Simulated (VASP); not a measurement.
Here is a VASP 6.6.1 calculation.

The input INCAR:

```
SYSTEM = TiB2
ALGO     = Normal         ! electronic algorithm
EDIFF    = 1E-7           ! SCF threshold, eV
ENCUT    = 520            ! plane-wave cutoff, eV
GGA      = PE             ! functional
ISIF     = 2              ! what is computed and relaxed
ISMEAR   = 0              ! smearing method
LASPH    = .TRUE.         ! aspherical terms in the spheres
LCHARG   = .TRUE.         ! write CHGCAR
LELF     = .TRUE.         ! ELF
LREAL    = .FALSE.        ! projectors in reciprocal space
LVHAR    = .TRUE.       
LWAVE    = .FALSE.        ! write WAVECAR
NBANDS   = 16             ! bands
NELM     = 100            ! most SCF steps
PREC     = Accurate       ! precision mode
SIGMA    = 0.1            ! smearing width, eV
```

File KPOINTS:

```
k-points
0
G
  6 6 6
  0 0 0
```

The input POSCAR:

```
TiB2
1.0
    3.0292000000      0.0000000000      0.0000000000
   -1.5146000000      2.6233641531      0.0000000000
    0.0000000000      0.0000000000      3.2284000000
Ti B
1 2
Direct
    0.0000000000      0.0000000000      0.0000000000
    0.3333333333      0.6666666667      0.5000000000
    0.6666666667      0.3333333333      0.5000000000
```

Potentials or basis: VASP PAW PBE potentials, release 64 (Ti_sv, B).

Launch:

```console
$ cat potpaw_PBE.64/Ti_sv/POTCAR potpaw_PBE.64/B/POTCAR > POTCAR
$ mpirun -np 1 vasp_std > vasp.out
```

Question: What does it give for the band gap on the k mesh?

Answer: None (metal or under the smearing width).

Question: Estimate the pressure.

Answer: 0.7 GPa.

Stress tensor (GPa, compression positive):
```
 1.54  0.00  0.00
 0.00  1.54  0.00
 0.00  0.00 -1.05
```

Caveat: the k mesh is coarse (spacing up to 0.40 Å⁻¹), so the values aren't converged.
